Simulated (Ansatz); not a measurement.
Runs of Ansatz 0.2.0 on Yb. Symmetry: P6_3/mmc, No. 194, hexagonal system. The conventional cell has a = 3.880 Å, b = 3.880 Å, c = 6.386 Å, α = 90.00°, β = 90.00°, γ = 120.00°. Around Yb (site symmetry -6m2) lie 12 Yb at 3.88 to 3.90 Å. This isn't the form of Yb at room conditions, which is fcc.

| level | gap on the mesh (eV) | pressure (GPa) | moment (μB) | relaxed volume (Å³/atom) |
| --- | --- | --- | --- | --- |
| PBEsol+D4 | none | 0.0 | 0.00 | 31.23 |
| PBEsol | none | 0.0 | 0.00 | 32.17 |
| PBEsol+D3(BJ)-ATM | none | 0.0 | 0.00 | (a) |
| PBEsol+D3(BJ) | none | 0.0 | 0.00 | 29.10 |

Alike in all rows: task relaxation of cell and atoms; potentials or basis Ansatz PAW; spin collinear, ferromagnetic start; cell relaxed; k mesh 8 × 8 × 4; cutoff (eV) 420; smearing fermi-dirac 0.05 eV.

**Question.** Estimate the missing entries.

**Answer.** (a) 29.46.

Caveats: the volume moved by over 15 % at a fixed basis, so the end points are rough; the plane-wave basis is chosen anew once the cell has moved, so the energies of steps on either side of that aren't comparable; spin-orbit coupling is left out, which moves the levels of the heavy elements; the PAW data sets come from PBE, with cores solved anew for the run's functional, which leaves a small shift of forces and pressure; the starting moments weren't kept; pairwise dispersion overbinds metals, which lowers pressure and volume (some runs); the electronic state changed during the relaxation (some runs).

A k mesh can miss the band edges, and the runs leave out spin-orbit coupling on Yb.

A gap of «none» marks a metal or a gap under the smearing width.
